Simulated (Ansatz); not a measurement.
# Sn: a tetragonal deformation path

The task, for Sn: follow a tetragonal deformation at fixed volume.

Program: Ansatz 0.2.0. Level of theory: DFT PBEsol, scalar-relativistic, plane waves, PAW. These are calculated values, not measurements.

### 1 The starting structure

It takes space group I4/mmm (No. 139, tetragonal). The conventional cell has a = 3.182 Å, b = 3.182 Å, c = 5.831 Å, α = 90.00°, β = 90.00°, γ = 90.00°. Around Sn (site symmetry 4/mmm) lie 4 Sn at 3.18 Å.

Coordinates:

```cif
data_structure
_symmetry_space_group_name_H-M 'I4/mmm'
_symmetry_Int_Tables_number 139
_cell_length_a 3.1815
_cell_length_b 3.1815
_cell_length_c 5.8313
_cell_angle_alpha 90.000
_cell_angle_beta 90.000
_cell_angle_gamma 90.000
_cell_volume 59.02
loop_
_atom_site_label
_atom_site_type_symbol
_atom_site_symmetry_multiplicity
_atom_site_Wyckoff_symbol
_atom_site_fract_x
_atom_site_fract_y
_atom_site_fract_z
_atom_site_occupancy
Sn1 Sn 2 a 0.00000 0.00000 0.00000 1
```

No relaxation comes first: the listed cell is the starting point.

### 2 Zero of energy

The reference gives a free energy of -5949.6836 eV, pressure -4.11 GPa, largest force 0.000 eV/Å and gap on the mesh none (metal). It was computed beforehand with the settings of the runs below.

### 3 Setting up a tetragonal deformation path

At fixed volume and fractional coordinates, lengths along (0.000, 0.000, 1.000) are scaled against those across it; ρ is that ratio over its starting value.

### 4 At ρ = 0.850

The input, input.yaml:

```yaml
crystal:
  lattice:
    - [-1.6793025856, 1.6793025856, 2.616262641]
    - [1.6793025856, -1.6793025856, 2.616262641]
    - [1.6793025856, 1.6793025856, -2.616262641]
  atoms:
    - { symbol: Sn, position: [0.0, 0.0, 0.0] }
basis:
  ecutwfc: 420
kpoints:
  mp_grid: { grid: [24, 24, 24] }
hamiltonian:
  xc: pbesol
scf:
  occupations: { method: gaussian, width: 0.15 }
output:
  forces: true
  stress: true
  eigenvalues: true
```

Launch:

```sh
$ ansatz run input.yaml --threads 1 --pin off --max-ram 2560MiB --backend cpu --events-out ev --progress --plain --runs-dir out
```

### 5 At ρ = 1.200

input.yaml, as its differences from that of step 4:

```diff
@@ -2,5 +2,5 @@
   lattice:
-    - [-1.6793025856, 1.6793025856, 2.616262641]
-    - [1.6793025856, -1.6793025856, 2.616262641]
-    - [1.6793025856, 1.6793025856, -2.616262641]
+    - [-1.4969530629, 1.4969530629, 3.2924780371]
+    - [1.4969530629, -1.4969530629, 3.2924780371]
+    - [1.4969530629, 1.4969530629, -3.2924780371]
   atoms:
```

### 6 At ρ = 0.920

input.yaml, as its differences from that of step 5:

```diff
@@ -2,5 +2,5 @@
   lattice:
-    - [-1.4969530629, 1.4969530629, 3.2924780371]
-    - [1.4969530629, -1.4969530629, 3.2924780371]
-    - [1.4969530629, 1.4969530629, -3.2924780371]
+    - [-1.6355832569, 1.6355832569, 2.7579979614]
+    - [1.6355832569, -1.6355832569, 2.7579979614]
+    - [1.6355832569, 1.6355832569, -2.7579979614]
   atoms:
```

### 7 ρ = 1.100

The input, input.yaml:

```yaml
crystal:
  lattice:
    - [-1.5410061438, 1.5410061438, 3.1069231616]
    - [1.5410061438, -1.5410061438, 3.1069231616]
    - [1.5410061438, 1.5410061438, -3.1069231616]
  atoms:
    - { symbol: Sn, position: [0.0, 0.0, 0.0] }
basis:
  ecutwfc: 420
kpoints:
  mp_grid: { grid: [24, 24, 24] }
hamiltonian:
  xc: pbesol
scf:
  occupations: { method: gaussian, width: 0.15 }
output:
  forces: true
  stress: true
  eigenvalues: true
  write_density: true
  write_potential: true
  elf: true
  volumetric_format: npy
```

### 8 At ρ = 0.960

input.yaml, as its differences from that of step 7:

```diff
@@ -2,5 +2,5 @@
   lattice:
-    - [-1.5410061438, 1.5410061438, 3.1069231616]
-    - [1.5410061438, -1.5410061438, 3.1069231616]
-    - [1.5410061438, 1.5410061438, -3.1069231616]
+    - [-1.6125438041, 1.6125438041, 2.8373715597]
+    - [1.6125438041, -1.6125438041, 2.8373715597]
+    - [1.6125438041, 1.6125438041, -2.8373715597]
   atoms:
```

### 9 ρ = 1.050

input.yaml, as its differences from that of step 8:

```diff
@@ -2,5 +2,5 @@
   lattice:
-    - [-1.6125438041, 1.6125438041, 2.8373715597]
-    - [1.6125438041, -1.6125438041, 2.8373715597]
-    - [1.6125438041, 1.6125438041, -2.8373715597]
+    - [-1.5650882545, 1.5650882545, 3.0120459203]
+    - [1.5650882545, -1.5650882545, 3.0120459203]
+    - [1.5650882545, 1.5650882545, -3.0120459203]
   atoms:
```

### 10 Point ρ = 0.800

The input, input.yaml:

```yaml
crystal:
  lattice:
    - [-1.7135834916, 1.7135834916, 2.5126310016]
    - [1.7135834916, -1.7135834916, 2.5126310016]
    - [1.7135834916, 1.7135834916, -2.5126310016]
  atoms:
    - { symbol: Sn, position: [0.0, 0.0, 0.0] }
basis:
  ecutwfc: 420
kpoints:
  mp_grid: { grid: [24, 24, 24] }
hamiltonian:
  xc: pbesol
scf:
  occupations: { method: gaussian, width: 0.15 }
output:
  forces: true
  stress: true
  eigenvalues: true
```

### 11 Point ρ = 1.300

input.yaml, as its differences from that of step 10:

```diff
@@ -2,5 +2,5 @@
   lattice:
-    - [-1.7135834916, 1.7135834916, 2.5126310016]
-    - [1.7135834916, -1.7135834916, 2.5126310016]
-    - [1.7135834916, 1.7135834916, -2.5126310016]
+    - [-1.4575411153, 1.4575411153, 3.4729427494]
+    - [1.4575411153, -1.4575411153, 3.4729427494]
+    - [1.4575411153, 1.4575411153, -3.4729427494]
   atoms:
```

(Steps that only read results are left out.)

Before running it: what results should come out? Wanted: highest point.

The runs gave:

| quantity | value |
| --- | --- |
| highest point | 177.5 meV/atom at ρ = 1.300 |

In words: The undisturbed cell is not the lowest point: the energy is 27.0 meV/atom lower at ρ = 0.800; the cell was taken as given and not relaxed at this level. No further minimum shows among the sampled points.
